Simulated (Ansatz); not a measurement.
MnO in Ansatz: the effect of starting spin order

The system is MnO.

```
CELL_PARAMETERS angstrom
2.67239 0.00000 0.00000
0.00000 2.67239 0.00000
0.00000 0.00000 2.67239
ATOMIC_POSITIONS crystal
Mn 0.00000 0.00000 0.00000
O 0.50000 0.50000 0.50000
```

Measurements of this composition are mostly on another form, of space group No. 225.

Alike in all runs:

| Item | Value |
| --- | --- |
| Program | Ansatz 0.2.0 |
| Task | single point |
| Functional | PBE |
| Potentials or basis | Ansatz PAW |
| Cutoff | 420 eV (not typed: the program's choice for these potentials) |
| k mesh | 10 × 10 × 10 |
| Occupations | fermi-dirac, width 0.05 eV |

| starting spin order | spin | starting moments | energy over the lowest run (meV/atom) | final net moment (μB) | final largest site moment (μB) |
| --- | --- | --- | --- | --- | --- |
| spin off | no spin polarisation | - | ? | ? | ? |
| fm | collinear spin, ferromagnetic start | [4.0, 0.0] μB | 0.0 | 4.19 | 3.69 |
| random | collinear spin, random start | [-4.2, 0.0] μB | 0.0 | -4.19 | 3.69 |
| ferromagnetic start, larger moments | collinear spin, ferromagnetic start | [5.5, 0.0] μB | 0.0 | 4.19 | 3.69 |

Problem. What does the run with starting spin order spin off give?

Solution. Energy over the lowest run 537.3 meV/atom; final net moment 0.00 μB; final largest site moment 0.00 μB.

Caveats: a cell with one magnetic atom can't hold antiferromagnetic order, which such compounds often take (some runs); an odd number of electrons without spin polarisation forces a metal (some runs); a magnetic or distorted state may lie lower (some runs).
